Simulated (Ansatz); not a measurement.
# A failed many-body run on BaTiO3 (P4mm)

What is wrong with this input for BaTiO3 (P4mm)?

Program: Ansatz 0.2.0. Level of theory: G0W0 on PBE, plane waves, PAW. Results are calculated unless marked as measured.

## Step 1: Set-up

Symmetry: P4mm, No. 99, tetragonal system. The conventional cell has a = 3.990 Å, b = 3.990 Å, c = 4.023 Å, α = 90.00°, β = 90.00°, γ = 90.00°. Nearest to Ba lie 12 O at 2.80 to 2.87 Å. Ti has 6 O at 1.84 to 2.18 Å nearest. O has 2 Ti at 1.84 to 2.18 Å and 4 Ba at 2.82 Å nearest. Nearest to O lie 2 Ti at 2.00 Å and 4 Ba at 2.80 to 2.87 Å. Farther neighbours and most contacts between anions are not listed.

The cell and positions come from the Crystallography Open Database and are kept as given unless a step says otherwise. Spin-orbit coupling is left out unless a step names it. The default PAW set here is soft_2. Its files were made with PBE.

## Step 2: First try

Input file input.yaml:

```yaml
crystal:
  lattice:
    - [3.99048, 0.0, 0.0]
    - [0.0, 3.99048, 0.0]
    - [0.0, 0.0, 4.02303]
  atoms:
    - { symbol: Ba, position: [0.0, 0.0, 0.0] }
    - { symbol: Ti, position: [0.5, 0.5, 0.522] }
    - { symbol: O, position: [0.5, 0.5, 0.979] }
    - { symbol: O, position: [0.5, 0.0, 0.488] }
    - { symbol: O, position: [0.0, 0.5, 0.488] }
kpoints:
  mp_grid: { grid: [1, 1, 1] }
hamiltonian:
  xc: pbe
scf:
  occupations: { method: fixed }
gw:
  n_empty_bands: 67
  ecut_chi: 60
  qp_bands: [v2, c2]
  qp_kpoints: band_edges
  screening: { model: contour_deformation }
```

The run is started by

```sh
$ ansatz run input.yaml --threads 3 --pin off --max-ram 92160MiB --backend cuda --events-out ev --progress --plain --runs-dir out --devices 1 --max-vram 13GiB
```

Numbers of over 12 decimals in the logs are rounded to 6 here.

Output:

```text
GPUs: using 1 of 1 available (devices: 1).
Engine: ansatz 0.2.0, x86_64-unknown-linux-gnu
Pseudopotentials: kind: paw
Pseudopotential: Ba, paw, valence charge 10, recommended cutoff 420 eV (normal), Ba.paw.azcp
Pseudopotential: Ti, paw, valence charge 12, recommended cutoff 420 eV (normal), Ti.paw.azcp
Pseudopotential: O, paw, valence charge 6, recommended cutoff 420 eV (normal), O.paw.azcp
Functional definition: PBE
  parameter kappa = 0.804
  parameter beta = 0.066725
  exchange = pbe_x(kappa = kappa, mu = beta*pi^2/3)
  correlation = pbe_c(beta = beta)
device memory: the entry about to start is reckoned to put 0.4 GiB on a device that reports 43.0 GiB free (of which the cap on the GPU budget leaves the run 13.0 GiB)
GPU FFT provider: cuFFT
GPU libraries: cuBLAS 13.8.2, cuFFT 12.4.0, cuSOLVER 12.3.4
Crystal: 5 atoms, lattice volume = 64.062 Å³
Basis set: ecut = 420 eV, 1245 PW (Γ)
Bands: 25, of which v1, the nominal top of the filled ones, is band 20 counted from 1 (19 counted from 0)
Symmetry: 8 space group operations
Space group: P4mm (ITA 99), of the structure as read, at distance tolerance 4.0e-5 Å
k-points: 1
Non-local potential: Ba, projectors of the file, l = 0: 3, l = 1: 2, l = 2: 2, l = 3: 2
Non-local potential: Ti, projectors of the file, l = 0: 3, l = 1: 2, l = 2: 3, l = 3: 1
Non-local potential: O, projectors of the file, l = 0: 2, l = 1: 2, l = 2: 1
PAW form: soft (Blöchl's): semilocal exchange-correlation on the pseudo side does not see the compensation charge
PAW one-centre angular grid: Ba, 194 points (default); XC on 64 Gauss nodes
PAW one-centre angular grid: Ti, 590 points (default); XC on 64 Gauss nodes
PAW one-centre angular grid: O, 110 points (default); XC on 64 Gauss nodes
Initial density: superposition of atomic densities (neutral atoms: chi_scale 0, normalization atom), corrected by the library's trained network
Initial wavefunctions: pseudopotential atomic-orbital guess
GPU buffer pool allocated for 19683 grid points (all kernels)
GPU transforms: local potential and band sums: pruned to the plane-wave sphere, on 25×25×25
Functional: x = pbe(κ = 0.804, μ = 0.219515), c = pbe(β = 0.066725)
SCF iter   1: F=—  HF=-10145.877357 eV  |F-HF|=—  |Δ(HF+E_count)|=         —  Δρ=9.77e-2  dr2=6.65e0  ethr=1.77e-3  ⟨swp⟩=4.0  Hψ=104  notcnv=0  defer=2
preconditioner: auto → Resta (q_TF=auto, 2.522 Å⁻¹)  ε∞=7.6  [insulator: Δε(μ)=2.190 eV  Ē_g=10.183 eV  n_scr=18 (ndim 8)  ℏωp=26.2 eV  f_vac=0.000  ε∞_Penn≈7.6]
SCF iter   2: F=—  HF=-10146.123506 eV  |F-HF|=—  |Δ(HF+E_count)|=   2.46e-1  Δρ=2.79e-1  dr2=5.78e1  ethr=1.77e-3  ⟨swp⟩=3.0  Hψ=63  notcnv=0  defer=2  recentre
SCF iter   3: F=—  HF=-10145.304256 eV  |F-HF|=—  |Δ(HF+E_count)|=   8.19e-1  Δρ=7.24e-2  dr2=3.95e0  ethr=1.77e-3  ⟨swp⟩=3.0  Hψ=54  notcnv=0  defer=2
SCF iter   4: F=—  HF=-10144.869401 eV  |F-HF|=—  |Δ(HF+E_count)|=   4.35e-1  Δρ=4.50e-2  dr2=1.52e0  ethr=1.77e-3  ⟨swp⟩=3.0  Hψ=45  notcnv=0  defer=2
SCF iter   5: F=—  HF=-10144.669748 eV  |F-HF|=—  |Δ(HF+E_count)|=   2.00e-1  Δρ=2.42e-2  dr2=3.56e-1  ethr=1.77e-3  ⟨swp⟩=2.0  Hψ=30  notcnv=0  defer=2
SCF iter   6: F=—  HF=-10144.715522 eV  |F-HF|=—  |Δ(HF+E_count)|=   4.58e-2  Δρ=3.75e-2  dr2=9.75e-1  ethr=8.89e-4  ⟨swp⟩=3.0  Hψ=49  notcnv=0  defer=1  recentre
SCF iter   7: F=—  HF=-10144.627658 eV  |F-HF|=—  |Δ(HF+E_count)|=   8.79e-2  Δρ=1.37e-2  dr2=1.03e-1  ethr=8.89e-4  ⟨swp⟩=2.0  Hψ=36  notcnv=0  defer=2
SCF iter   8: F=—  HF=-10144.638016 eV  |F-HF|=—  |Δ(HF+E_count)|=   1.04e-2  Δρ=1.65e-2  dr2=1.96e-1  ethr=2.58e-4  ⟨swp⟩=2.0  Hψ=27  notcnv=0  defer=2
SCF iter   9: F=—  HF=-10144.636950 eV  |F-HF|=—  |Δ(HF+E_count)|=   1.07e-3  Δρ=1.52e-2  dr2=1.73e-1  ethr=2.58e-4  ⟨swp⟩=2.0  Hψ=27  notcnv=0  defer=2
SCF iter  10: F=—  HF=-10144.617857 eV  |F-HF|=—  |Δ(HF+E_count)|=   1.91e-2  Δρ=1.42e-3  dr2=1.26e-3  ethr=2.58e-4  ⟨swp⟩=3.0  Hψ=31  notcnv=0  defer=2
SCF iter  11: F=—  HF=-10144.617558 eV  |F-HF|=—  |Δ(HF+E_count)|=   2.98e-4  Δρ=4.18e-4  dr2=9.31e-5  ethr=3.16e-6  ⟨swp⟩=2.0  Hψ=47  notcnv=0  defer=2
SCF iter  12: F=—  HF=-10144.617553 eV  |F-HF|=—  |Δ(HF+E_count)|=   4.98e-6  Δρ=2.59e-4  dr2=5.19e-5  ethr=2.33e-7  ⟨swp⟩=2.0  Hψ=30  notcnv=0  defer=1
SCF iter  13: F=—  HF=-10144.617549 eV  |F-HF|=—  |Δ(HF+E_count)|=   4.55e-6  Δρ=6.66e-5  dr2=3.40e-6  ethr=1.30e-7  ⟨swp⟩=2.0  Hψ=25  notcnv=0  defer=1
SCF iter  14: F=—  HF=-10144.617549 eV  |F-HF|=—  |Δ(HF+E_count)|=   2.80e-7  Δρ=1.54e-5  dr2=2.47e-7  ethr=8.49e-9  ⟨swp⟩=2.0  Hψ=42  notcnv=0  defer=1
SCF iter  15: F=-10144.617549 eV  HF=-10144.617549 eV  |F-HF|=9.78e-9  |Δ(HF+E_count)|=   8.48e-9  Δρ=4.24e-6  dr2=1.83e-8  ethr=2.50e-10  ⟨swp⟩=8.0  Hψ=110  notcnv=0
SCF 1 converged in 15 iterations: F = -10144.617549 eV  dr2 = 1.83e-8
[...]
device memory: the entry about to start is reckoned to put 0.5 GiB on a device that reports 42.8 GiB free (of which the cap on the GPU budget leaves the run 13.0 GiB)
NSCF: frozen V_eff on 1 k-points
[...]
device memory: the entry about to start is reckoned to put 0.5 GiB on a device that reports 42.7 GiB free (of which the cap on the GPU budget leaves the run 13.0 GiB)
NSCF: frozen V_eff on 1 k-points
G₀W₀ screening: q 1/1
G₀W₀ self-energy: k 1/1
device memory: the entry about to start is reckoned to put 0.3 GiB on a device that reports 42.3 GiB free (of which the cap on the GPU budget leaves the run 13.0 GiB)
NSCF: frozen V_eff on 1 k-points
device memory: the entry about to start is reckoned to put 0.3 GiB on a device that reports 42.3 GiB free (of which the cap on the GPU budget leaves the run 13.0 GiB)
NSCF: frozen V_eff on 1 k-points
device memory: the entry about to start is reckoned to put 0.3 GiB on a device that reports 42.1 GiB free (of which the cap on the GPU budget leaves the run 13.0 GiB)
NSCF: frozen V_eff on 1 k-points
device memory: the entry about to start is reckoned to put 0.3 GiB on a device that reports 41.9 GiB free (of which the cap on the GPU budget leaves the run 13.0 GiB)
NSCF: frozen V_eff on 1 k-points
device memory: the entry about to start is reckoned to put 0.3 GiB on a device that reports 41.9 GiB free (of which the cap on the GPU budget leaves the run 13.0 GiB)
NSCF: frozen V_eff on 1 k-points
WARN: The pass of gw summed this state as an insulator, by the gap at the k-points of its mesh. Between them the highest filled and the lowest empty band overlap, or are closer than 0.001 eV or than the solver resolves: band 20 at 11.6332 eV, k = (0.5000, 0.5000, 0.5000), and band 21 at 11.5308 eV, k = (0.0000, 0.0000, 0.0000) (bands counted from 1, k in fractional coordinates). If the crystal is a metal, the result lacks its carriers' screening and any gap read off it is false. On a denser kpoints.mp_grid, an SCF without gw:, with smeared occupations, shows whether it is a metal.
SCF converged after 15 iterations
Free energy (F): -10144.617549 eV
Harris-Foulkes:  -10144.617549 eV  (|F-HF|=9.78e-9)
Internal energy: -10144.617549 eV  (E = F + TS)
E sigma→0 (E₀):  -10144.617549 eV
Fermi energy:    11.009465 eV
--- Per-component energies (eV) ---
  E_band       = -111.324706
  E_kinetic    = 992.315279
  E_local      = -2122.677644  (includes V_loc(G=0)·N_el)
  E_nonlocal   = 206.702943
  E_hartree    = 835.030127
  E_xc         = -492.139552
  E_vxc        = -546.672863  (∫ρ·V_xc dr)
  E_paw        = -6747.680038  (= ΣΔE_a)
  E_vpaw       = -311.057978  (= ΣTr[D̂ρ^β])
  E_aug_tail   = 0.007917  (compensation charges beyond the density's cutoff)
  E_ewald      = -2816.176581
  E_smearing   = -0.000000  (= −TS)
  E_closure    = 0.000000  (closes the sum)
  Σ components = -10144.617549   (vs F -10144.617549, Δ=0.00e0)
--- Band table (eV) ---
  k-point 0: bands = [... 16 lower, 10.2806, 10.9302, 11.0095, 11.0095, 11.5308, 12.2799, 12.2799, 13.7066, ... 1 higher]
--- G₀W₀: contour deformation, 7 samples at zero and on the imaginary axis and 1 off it, 1 q-point, 67 empty bands' worth ---
  eigenvalues of the whole cell's RPA ε∞ on this k-mesh (on a slab, of 1 + 4πα/V) = 16.8453, 695.0168, 695.0168; static W/v taken at q = 0 is -0.009410
  gw.qp_kpoints: band_edges: 1 of 1 stored k-point solved, in 1 pass; an edge of the gap read off the rows below is read off those points alone
  `?` marks the rows in doubt; gw_qp.tsv's column doubts and the gw_qp event give each row's grounds
    ik  band        ε_KS         Σx   Σc(E_QP)       V_xc       Z   E_QP_lin       E_QP  E_QP is
     0    19     11.0095   -26.7538     6.5579   -20.5895  0.6561    11.3945    11.4030  root
     0    20     11.0095   -26.7538     6.5579   -20.5895  0.6561    11.3945    11.4030  root
     0    21     11.5308   -10.7010    -8.9489   -20.5310  0.6051    12.5433    12.4119  root ?
     0    22     12.2799   -13.4741    -6.6310   -20.9763  0.6158    13.2552    13.1511  root ?
```

Run time: 6.2 s. Hardware: 1 × NVIDIA H100 80GB HBM3 (shared by 6 runs) with 3 threads of AMD EPYC 7R13 (Zen 3), shared host; peak memory 1 GiB.

In the SCF lines HF is the Harris–Foulkes energy and dr2 the Hartree energy of the density residual, in eV; the loop may stop once dr2 is under the threshold and the program's other checks hold. Hψ counts applications of the Hamiltonian.

**Diagnosis.**

The run ended normally, though the input holds a fault or crude settings.

The fault: one k-point. One point can't sample the density or the screening of a small cell, and the band edges may lie elsewhere in the zone.

It printed a gap of 1.01 eV, which is an artefact of the settings.

## Step 3: A better input

G0W0 replaces the xc potential by the self-energy, built once from these orbitals. Only a window of levels is corrected, while the sums run over the empty bands that the input names.

input.yaml: that of step 2 with these lines changed.

```diff
@@ -12,3 +12,3 @@
 kpoints:
-  mp_grid: { grid: [1, 1, 1] }
+  mp_grid: { grid: [4, 4, 4] }
 hamiltonian:
```

Output:

```text
GPUs: using 1 of 1 available (devices: 1).
[...]
GPU FFT provider: cuFFT
GPU libraries: cuBLAS 13.8.2, cuFFT 12.4.0, cuSOLVER 12.3.4
Crystal: 5 atoms, lattice volume = 64.062 Å³
Basis set: ecut = 420 eV, 1245 PW (Γ)
Bands: 25, of which v1, the nominal top of the filled ones, is band 20 counted from 1 (19 counted from 0)
[... 1 set-up line as in the run before ...]
[...]
k-points: 18 of 64 (time reversal used)
[...]
GPU buffer pool allocated for 19683 grid points (all kernels)
[...]
SCF iter   1: F=—  HF=-10159.571982 eV  |F-HF|=—  |Δ(HF+E_count)|=         —  Δρ=1.34e-3  dr2=5.52e-4  ethr=1.77e-3  ⟨swp⟩=4.3  Hψ=1920  notcnv=0  defer=19
[...]
SCF iter   7: F=-10159.572460 eV  HF=-10159.572460 eV  |F-HF|=4.01e-9  |Δ(HF+E_count)|=   4.38e-8  Δρ=3.69e-6  dr2=9.00e-9  ethr=2.50e-10  ⟨swp⟩=8.0  Hψ=1789  notcnv=0
SCF 1 converged in 7 iterations: F = -10159.572460 eV  dr2 = 9.00e-9
[...]
14    21     14.2898   -14.6249    -6.8928   -23.2448  0.6912    16.1416    16.0170  root ?
    14    22     14.3103   -14.7175    -6.7745   -23.2686  0.6956    16.2115    16.0870  root ?
[...]
15    21     14.0618   -14.7743    -6.5466   -23.0808  0.7004    15.9372    15.8217  root ?
    15    22     14.0618   -14.7743    -6.5466   -23.0808  0.7004    15.9372    15.8217  root ?
    16    19      9.6967   -25.2101     5.0367   -20.1070  0.7243     9.6302     9.6303  root
    16    20     10.3769   -25.8262     5.1167   -20.7336  0.7246    10.4010    10.4010  root
    16    21     14.3347   -14.7481    -6.7669   -23.2771  0.6938    16.2207    16.0968  root ?
    16    22     14.3347   -14.7481    -6.7669   -23.2771  0.6938    16.2207    16.0968  root ?
    17    19     10.2263   -25.8266     5.0828   -20.7575  0.7266    10.2399    10.2399  root
    17    20     10.4012   -25.8870     5.1186   -20.8018  0.7248    10.4345    10.4345  root
    17    21     14.6387   -14.6074    -7.2941   -23.6292  0.6782    16.5040    16.3665  root ?
    17    22     14.6512   -14.7347    -7.1282   -23.6315  0.6841    16.5624    16.4198  root ?
[key lines of the parts left out:]
SCF converged after 7 iterations
Free energy (F): -10159.572460 eV
Fermi energy:    10.401152 eV
```

The job ended after 20 s (1 × NVIDIA H100 80GB HBM3 (shared by 6 runs) with 3 threads; peak memory 1.1 GiB).

This step gave:

```yaml
bands_summed: 87
rpa_eps_infinity_on_this_mesh_eigenvalues: 5.721, 6.334, 6.334
plane_waves_in_the_screening_matrix: 81
q_points_in_the_mesh: 64
g0w0_gap_on_the_mesh: 3.467 eV
k_of_the_valence_top: -0.5, -0.5, -0.5
k_of_the_conduction_bottom: 0, 0, 0
starting_gap_on_the_mesh: 1.856 eV
z_at_the_valence_top: 0.7248
z_at_the_conduction_bottom: 0.7423
least_direct_g0w0_gap_on_the_computed_points: 3.775 eV
```

The gap on the mesh goes from 1.86 eV to 3.47 eV, a correction of +1.61 eV. Between the two edge states, bare exchange in place of the xc potential would open the gap by 12.75 eV, and correlation takes back 11.14 eV.

## Step 4: What came out

```json
{
  "first try": "converged after 6.2 s",
  "better run": "G0W0 gap on the mesh 3.47 eV (4×4×4 mesh, 67 empty bands, screening to 60 eV)"
}
```

In words: The second run differs in: mesh. Bands and cutoff are finite, so the gap is not at the basis limit. The miss can reach some tenths of an eV and take either sign; the mesh is an error of its own. The 4×4×4 mesh is coarse for this cell (its supercell is 16 Å along the shortest edge). The RPA ε∞ on it, from the PBE start, is 5.72 and 6.33; such meshes misread the long-range screening, most where the gap is narrow. The many-body steps are scalar-relativistic: spin-orbit coupling is not in them.

[Paths, hosts, dates, memory and timing lines, banners, echoed tables and standing remarks are left out of the program output.]

[Logs are printed without paths, hosts, clocks, repeated set-up lines and the standing remarks that a program may print on its own settings, such as how far it seeks lower states.]

[Runs of the session that timed out or met a known fault of the program may be left out.]

[Cells called generated may have been cut or substituted from an entry of the Crystallography Open Database or the Materials Project.]

[Hosts, paths, dates, database ids (printed as entryN), source tags and the programs' standing remarks are cut or masked in the printed files.]
